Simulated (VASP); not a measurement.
Crystal: CdTe.

```xyz
2
Lattice="0.0000 3.2050 3.2050 3.2050 0.0000 3.2050 3.2050 3.2050 0.0000" Properties=species:S:1:pos:R:3 pbc="T T T"
Te    4.8075    4.8075    4.8075
Cd    0.0000    0.0000    0.0000
```

* Program: VASP 6.6.1
* Task: relaxation of cell and atoms
* Functional: PW91
* Potentials or basis: VASP PAW PBE potentials, release 64 (Te, Cd)
* Cutoff: 600 eV
* k mesh: 7 × 7 × 7
* Occupations: fermi-dirac, width 0.05 eV
* Spin: no spin polarisation

At the start: pressure 4.3 GPa; volume 32.92 Å³/atom.

**Question.** Where does the relaxation end?

**Answer.** Over 3 steps the energy falls by 40.9 meV/atom and the volume is 36.24 Å³/atom (+10.1 %); space group F-43m (No. 216, to 0.05 Å).

The path:
```csv
step,energy change (eV),largest force (eV/Å),pressure (GPa),volume (Å³)
1,0.0000,0.0000,4.33,65.84
2,-0.0750,0.0000,-0.98,74.69
3,-0.0819,0.0000,0.01,72.47
```

Final structure:
```
CELL_PARAMETERS angstrom
0.00000 3.30912 3.30912
3.30912 0.00000 3.30912
3.30912 3.30912 0.00000
ATOMIC_POSITIONS crystal
Te 0.75000 0.75000 0.75000
Cd 0.00000 0.00000 0.00000
```

Caveat: the PAW data sets were made with another functional, which shifts forces and pressure a little; the volume moved by +10 % from the deposited cell, more than functionals usually miss.
